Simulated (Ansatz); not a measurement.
# SrO: the band gap up the ladder of functionals

One table from this session's results is given with a row withheld; the runs are named, their logs left out.

Program: Ansatz 0.2.0. PAW datasets, plane waves. Note: simulated data, non-magnetic, for a generated structure that need not be the stable one.

## The system as given

The cell was relaxed beforehand with r2SCAN.

The symmetry is Pm-3m (No. 221, cubic); conventional cell a = 3.103 Å, 14.94 Å³ an atom. Near Sr stand 8 O at 2.69 Å; near O stand 8 Sr at 2.69 Å.

As a file:

```cif
data_structure
_symmetry_space_group_name_H-M 'P 1'
_symmetry_Int_Tables_number 1
_cell_length_a 3.1029
_cell_length_b 3.1029
_cell_length_c 3.1029
_cell_angle_alpha 90.000
_cell_angle_beta 90.000
_cell_angle_gamma 90.000
_cell_volume 29.87
loop_
_atom_site_label
_atom_site_type_symbol
_atom_site_fract_x
_atom_site_fract_y
_atom_site_fract_z
_atom_site_occupancy
Sr1 Sr 0.00000 0.00000 0.00000 1
O1 O 0.50000 0.50000 0.50000 1
```

Set-up of the first run:

input.yaml reads:

```yaml
crystal:
  lattice:
    - [3.102865067, 0.0, 0.0]
    - [0.0, 3.102865067, 0.0]
    - [0.0, 0.0, 3.102865067]
  atoms:
    - { symbol: Sr, position: [0.0, 0.0, 0.0] }
    - { symbol: O, position: [0.5, 0.5, 0.5] }
kpoints:
  mp_grid: { grid: [8, 8, 8] }
  band_path:
    path:
      - [[0.0, 0.0, 0.0], [-8.507674306655e-52, 0.5, -7.499549290744e-69], [0.5, 0.5, 6.336251955629e-35], [0.0, 0.0, 0.0], [0.5, 0.5, 0.5], [-8.507674306655e-52, 0.5, -7.499549290744e-69]]
      - [[0.5, 0.5, 0.5], [0.5, 0.5, 6.336251955629e-35]]
    npoints: 10
hamiltonian:
  xc: pbe
scf:
  occupations: { method: fermi_dirac, width: 0.02 }
  n_extra_bands: 4
output:
  forces: true
  stress: true
  eigenvalues: true
  write_density: true
  write_potential: true
  elf: true
  volumetric_format: npy
```

Launch:

```
$ ansatz run input.yaml --threads 2 --pin off --max-ram 2211MiB --backend cpu --events-out ev --progress --plain --runs-dir out
```

Steps of the session up to this table: PBE band path; Single point with r2SCAN; HSE06; PBE+SOC; Single point with PBE0; LDA at the same geometry; Single point with DDH-PBE0; Single point with HSE06+SOC; r2SCANh; r2SCAN0.

One table of the session follows, with a row left open; its other results are not shown here.

```
    level  gap (eV)
      PBE         ?
   r2SCAN      3.31
    HSE06      4.33
  PBE+SOC      2.81
     PBE0      5.06
      LDA      2.67
 DDH-PBE0      4.82
HSE06+SOC      4.32
  r2SCANh      4.14
  r2SCAN0      5.42
```

**Question.** Estimate the row for PBE.

The run gave: gap (eV): 2.80. In the column «gap (eV)» it lies between LDA (2.67) and PBE+SOC (2.81).

Meshes: PBE 8×8×8, r2SCAN 8×8×8, HSE06 6×6×6, PBE+SOC 8×8×8, PBE0 6×6×6, LDA 8×8×8, DDH-PBE0 6×6×6, HSE06+SOC 4×4×4, r2SCANh 6×6×6, r2SCAN0 6×6×6

In words: LDA gives the least gap, 2.67 eV, and r2SCAN0 the largest, 5.42 eV. Against HSE06, PBE is short by 1.53 eV, at 65 % of it, and r2SCAN 76 %. PBE0 lies 0.74 eV above HSE06, which differs from it by screening the long-range exchange.

To keep in mind: Warnings in the runs' records: stress scf threshold loose, stress exchange threshold loose.
